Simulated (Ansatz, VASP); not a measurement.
Sb: VASP beside Ansatz

INCAR

```
SYSTEM = Sb
ALGO = Normal ; EDIFF = 1E-6
ENCUT = 520 ; GGA = PE
ISIF = 2 ; ISMEAR = -1
LASPH = .True. ; LCHARG = .False.
LREAL = .False. ; LWAVE = .False.
NBANDS = 8 ; NELM = 60
PREC = Accurate ; SIGMA = 0.05
```

The input KPOINTS:

```
k-points
0
Gamma
  13 13 12
  0 0 0
```

The input POSCAR:

```
Sb
1.0
    3.1688885968      0.0000000000      0.0000000000
   -1.5844442984      2.7443380266      0.0000000000
    0.0000000000      0.0000000000      3.0176227212
Sb
1
Direct
    0.0000000000      0.0000000000      0.0000000000
```

Input for Ansatz:

```yaml
crystal:
  lattice:
    - [3.1688885968, 0.0, 0.0]
    - [-1.5844442984, 2.7443380266, 0.0]
    - [0.0, 0.0, 3.0176227212]
  atoms:
    - { symbol: Sb, position: [0.0, 0.0, 0.0] }
kpoints:
  mp_grid: { grid: [13, 13, 12] }
scf:
  occupations: { method: fermi_dirac, width: 0.05 }
hamiltonian:
  xc: pbe
  pseudopotentials: { kind: paw }
output:
  forces: true
  stress: true
  eigenvalues: true
  populations: true
```

Change from the starting cell: volume scaled by 0.9, PAW files.

Alike in both runs: task single point; functional PBE; k mesh 13 × 13 × 12; occupations fermi-dirac, width 0.05 eV; no spin polarisation.

```csv
,VASP,Ansatz
version,VASP 6.6.1,Ansatz 0.2.0
potentials or method,"VASP PAW PBE potentials, release 64 (Sb)","PAW with Ansatz's default frozen-core files, scalar-relativistic"
plane-wave cutoff (eV),520,420
valence electrons in the cell,5,15
```

|  | VASP | Ansatz | Ansatz less VASP |
| --- | --- | --- | --- |
| pressure (GPa) | 7.6 | 7.6 | +0.01 |

The two sets of potentials don't hold the same shells in valence.

Spin-orbit coupling is left out, which matters for the levels of Sb.
